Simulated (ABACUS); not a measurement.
Crystal: HfO2.

```
Hf O
1.0
     0.00000    2.55750    2.55750
     2.55750    0.00000    2.55750
     2.55750    2.55750    0.00000
Hf O
1 2
Direct
  0.00000 0.00000 0.00000
  0.75000 0.75000 0.75000
  0.25000 0.25000 0.25000
```

Measurements of this composition are mostly on another form, of space group No. 14.

Base run:

| Item | Value |
| --- | --- |
| Program | ABACUS 3.10.1 |
| Functional | rPW86PBE |
| Potentials or basis | PseudoDojo NC SR 0.5 PBE standard |
| Cutoff | 1143 eV |
| Density cutoff | 4572 eV |
| Basis | plane waves |
| k mesh | 7 × 7 × 7 |
| Occupations | fermi-dirac, width 0.05 eV |
| Spin | no spin polarisation |

Its results: band gap on the k mesh 3.93 eV, indirect (least direct gap 4.09 eV); pressure 1.4 GPa.

Q: The run is repeated on the same cell with these changes: functional from rPW86PBE to PBE; potentials or basis from PseudoDojo NC SR 0.5 PBE standard to PseudoDojo NC SR 0.5 PBE stringent; cutoff from 1143 eV to 1796 eV; density cutoff from 4572 eV to 7184 eV; valence electrons from 24 to 38. What comes out?

A: Band gap on the k mesh 3.90 eV, indirect (least direct gap 4.07 eV); pressure -3.2 GPa.

Caveats: spin-orbit coupling is left out, which moves the levels of the heavy elements; an odd mesh through Γ misses points on the zone boundary, where band edges often lie; the potentials were made for another functional, which shifts forces and pressure (some runs).

Not every run made on this cell is shown here.
